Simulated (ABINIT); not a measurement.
Runs of ABINIT 10.8.3 (patched build) on Co. It takes space group P6_3/mmc (No. 194, hexagonal). The conventional cell has a = 2.472 Å, b = 2.472 Å, c = 4.021 Å, α = 90.00°, β = 90.00°, γ = 120.00°. Co (site symmetry -6m2) is surrounded by 12 Co at 2.47 Å. 

| level | potentials or basis | k mesh | cutoff (eV) | fine-grid cutoff | mesh quality | gap on the mesh (eV) | pressure (GPa) | moment (μB) |
| --- | --- | --- | --- | --- | --- | --- | --- | --- |
| PBE | JTH PAW PBE v2.0 | 5 × 5 × 3 | 707 | 1306.15 eV | coarse | none | 7.2 | (b) |
| PBE | JTH PAW PBE v2.0 | 10 × 10 × 6 | 707 | 1306.15 eV | not flagged | none | 5.8 | 3.30 |
| PBEsol | JTH PAW PBE v2.0 | 7 × 7 × 4 | 707 | 1306.15 eV | coarse | none | -5.5 | 3.11 |
| PBEsol | JTH PAW PBE v2.0 | 10 × 10 × 6 | 707 | 1306.15 eV | not flagged | none | -4.0 | 3.29 |
| PBE | JTH PAW PBE v2.0 | 7 × 7 × 4 | 707 | 1306.15 eV | coarse | none | 4.3 | 3.11 |
| LDA | JTH PAW LDA v2.0 | 10 × 10 × 6 | 544 | 1088.46 eV | not flagged | none | - | 3.21 |
| LDA | JTH PAW LDA v2.0 | 5 × 5 × 3 | 544 | 1088.46 eV | coarse | none | - | 3.36 |
| PBEsol | JTH PAW PBE v2.0 | 5 × 5 × 3 | 707 | 1306.15 eV | coarse | none | (a) | 3.48 |
| LDA | JTH PAW LDA v2.0 | 7 × 7 × 4 | 544 | 1088.46 eV | coarse | none | - | 3.05 |

Alike in all rows: task single point; spin collinear, ferromagnetic start; cell as given; smearing fermi-dirac 0.05 eV.

Problem. Estimate the missing entries.

Solution. (a) -2.7; (b) 3.49.

Caveats: some runs use coarse meshes; the PAW data sets were made with another functional, which shifts forces and pressure a little (some runs).

A gap of «none» marks a metal or a gap under the smearing width.
